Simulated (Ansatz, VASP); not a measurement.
**One calculation of AlN, two programs**

File INCAR:

```
SYSTEM = AlN
ALGO = Normal
EDIFF = 1E-7
ENCUT = 520
GGA = PE
ISIF = 2
ISMEAR = 0
LASPH = .True.
LCHARG = .False.
LREAL = .False.
LWAVE = .False.
NBANDS = 11
NELM = 60
PREC = Accurate
SIGMA = 0.05
```

The input KPOINTS:

```
k-points
0
Gamma
  10 10 10
  0 0 0
```

POSCAR

```
AlN
1.0
    0.0000000000      2.1839935596      2.1839935596
    2.1839935596      0.0000000000      2.1839935596
    2.1839935596      2.1839935596      0.0000000000
Al N
1 1
Direct
    0.0396532948      0.0396532948      0.0396532948
    0.7500000000      0.7500000000      0.7500000000
```

Input for Ansatz:

```yaml
crystal:
  lattice:
    - [0.0, 2.1839935596, 2.1839935596]
    - [2.1839935596, 0.0, 2.1839935596]
    - [2.1839935596, 2.1839935596, 0.0]
  atoms:
    - { symbol: Al, position: [0.0396532948, 0.0396532948, 0.0396532948] }
    - { symbol: "N", position: [0.75, 0.75, 0.75] }
basis:
  ecutwfc: 420
kpoints:
  mp_grid: { grid: [10, 10, 10] }
hamiltonian:
  xc: pbe
scf:
  occupations: { method: gaussian, width: 0.05 }
output:
  forces: true
  stress: true
  eigenvalues: true
```

Change from the starting cell: all Al atoms moved -0.300 Å, as atom 1 towards its neighbour atom 2 (N) at 1.891 Å.

Alike in both runs: task single point; functional PBE; k mesh 10 × 10 × 10; occupations gaussian, width 0.05 eV; no spin polarisation.

|  | VASP | Ansatz |
| --- | --- | --- |
| version | VASP 6.6.1 | Ansatz 0.2.0 |
| potentials or method | VASP PAW PBE potentials, release 64 (Al, N) | scalar-relativistic, plane waves, PAW |
| plane-wave cutoff (eV) | 520 | 420 |
| valence electrons in the cell | 8 | 8 |

VASP gave:

- gap on the k mesh at the Fermi level (eV): 2.47
- least direct gap on the mesh (eV): 3.16
- pressure (GPa): 11.3
- largest component of the traceless stress (GPa): 6.24
- rms of the force components (eV/Å): 1.151

Problem. Estimate Ansatz's values.

Solution. gap on the k mesh at the Fermi level (eV): 2.48; least direct gap on the mesh (eV): 3.15; pressure (GPa): 11.5; largest component of the traceless stress (GPa): 6.24; rms of the force components (eV/Å): 1.150.

Atom by atom the forces differ by 0.001 eV/Å (rms over components).

Caveats: forces of over 1 eV/Å show positions far from the minimum, so gaps and moduli don't describe the material at rest. A k mesh can miss the band edges.
